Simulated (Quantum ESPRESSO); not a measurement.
KF (Carobbiite): phonons with PBE

The system is KF (Carobbiite).

```xyz
2
Lattice="0.0000 2.6719 2.6719 2.6719 0.0000 2.6719 2.6719 2.6719 0.0000" Properties=species:S:1:pos:R:3 pbc="T T T"
K     0.0000    0.0000    0.0000
F     2.6719    2.6719    2.6719
```

```yaml
Program: Quantum ESPRESSO 7.5
Task: phonons
Functional: PBE
Potentials_or_basis: PseudoDojo 0.4.1 SR PBE standard
Cutoff: 1143 eV
Density_cutoff: 4572 eV
k_mesh: 4 × 4 × 4, shifted
Occupations: fermi-dirac, width 0.05 eV
Spin: no spin polarisation
Target_pressure: 10 GPa
Mixing_beta: 0.5
Most_SCF_iterations: 120
SCF_threshold: 4e-10 Ry
```

```json
{"Relaxed volume": "16.13 Å³/atom", "Relaxed cell": "a = 3.573 Å, b = 3.573 Å, c = 3.573 Å, α = 60.00°, β = 60.00°, γ = 60.00°", "Space group after relaxing (to 0.05 Å)": "Fm-3m (No. 225)", "Pressure after relaxing": "10.0 GPa", "Electronic dielectric tensor (diagonal)": "2.10", "Born charges (mean of the diagonal)": "K +1.16; F -1.16 e", "Highest phonon frequency at Γ, LO-TO splitting left out": "263 cm⁻¹", "Static dielectric tensor (diagonal)": "4.43"}
```

The path:
```csv
step,energy change (eV),largest force (eV/Å),pressure (GPa),volume (Å³)
1,0.0000,0.0000,1.29,38.15
2,0.0222,0.0000,3.04,36.48
3,0.0922,0.0000,6.47,34.07
4,0.2076,0.0000,10.85,31.90
5,0.1818,0.0000,9.93,32.30
6,0.1838,0.0000,10.00,32.27
```

Final structure:
```cif
data_structure
_symmetry_space_group_name_H-M 'P 1'
_symmetry_Int_Tables_number 1
_cell_length_a 3.5734
_cell_length_b 3.5734
_cell_length_c 3.5734
_cell_angle_alpha 60.000
_cell_angle_beta 60.000
_cell_angle_gamma 60.000
_cell_volume 32.27
loop_
_atom_site_label
_atom_site_type_symbol
_atom_site_fract_x
_atom_site_fract_y
_atom_site_fract_z
_atom_site_occupancy
K1 K 0.00000 0.00000 0.00000 1
F1 F 0.50000 0.50000 0.50000 1
```

Levels at points of the mesh, in eV from the valence-band top:
| k point | band 4 | band 5 | band 6 | band 7 | band 8 | band 9 | band 10 | band 11 | band 12 | band 13 |
| --- | --- | --- | --- | --- | --- | --- | --- | --- | --- | --- |
| (0.12, 0.12, 0.12) | -8.73 | -8.73 | -0.10 | -0.01 | -0.01 | 7.75 | 10.96 | 11.45 | 11.45 | 13.26 |

Phonon frequencies in cm⁻¹ (negative: imaginary):
```csv
q point,frequencies
"(0.000, 0.000, 0.000)",-2 -2 -2 263 263 263
```

Electronic dielectric tensor:
```
2.10 0.00 0.00
0.00 2.10 0.00
0.00 0.00 2.10
```

Born effective charge tensors (e):
atom 1, K
```
1.16 0.00 0.00
0.00 1.16 0.00
0.00 0.00 1.16
```
atom 2, F
```
-1.16  0.00  0.00
 0.00 -1.16  0.00
 0.00  0.00 -1.16
```

Optical modes at Γ, degenerate ones joined, polar ones without the macroscopic field:
```tsv
cm⁻¹	components	symmetry	active in	IR intensity, summed ((D/Å)²/amu)
263	3	T1u	IR	7.33
```

Zone-centre frequencies without and with the macroscopic field along z (cm⁻¹):
```tsv
	optical modes in rising order
without	263 263 263
with the field	263 263 383
```

Static dielectric tensor, electrons and zone-centre modes:
```
4.43 0.00 0.00
0.00 4.43 0.00
0.00 0.00 4.43
```

It took 3.2 min on 1 thread of Intel(R) Xeon(R) Platinum 8259CL CPU @ 2.50GHz (Skylake/Cascade Lake) (shared host), peak memory 0.07 GiB.

Caveat: the volume moved by over 15 % at a fixed basis, so the end points are rough; the cell is more than 3 GPa from zero pressure, which shifts response properties.
